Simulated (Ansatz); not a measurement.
The system is HfO2.

```
Hf O
1.0
     0.00000    2.55750    2.55750
     2.55750    0.00000    2.55750
     2.55750    2.55750    0.00000
Hf O
1 2
Direct
  0.00000 0.00000 0.00000
  0.75000 0.75000 0.75000
  0.25000 0.25000 0.25000
```

Measurements of this composition are mostly on another form, of space group No. 14.

Base run:

- Program: Ansatz 0.2.0
- Functional: LDA
- Potentials or basis: all-electron LAPW, scalar-relativistic
- Cutoff: 343 eV
- Density cutoff: 1370 eV
- Basis error allowed: 0.002 eV/atom
- k mesh: 9 × 9 × 9
- Occupations: fermi-dirac, width 0.05 eV
- Spin: no spin polarisation

Its results: band gap on the k mesh 3.61 eV, indirect (least direct gap 3.73 eV); pressure -16.5 GPa.

Problem. The run is repeated on the same cell with these changes: functional from LDA to PBEsol. What comes out?

Solution. Band gap on the k mesh 3.69 eV, indirect (least direct gap 3.81 eV); pressure -10.2 GPa.

PBEsol binds less tightly than LDA, so the same cell stands under more pressure.

Caveats: spin-orbit coupling is left out, which moves the levels of the heavy elements; the mesh misses the band edges, which the band path finds closer together.

Not every run made on this cell is shown here.
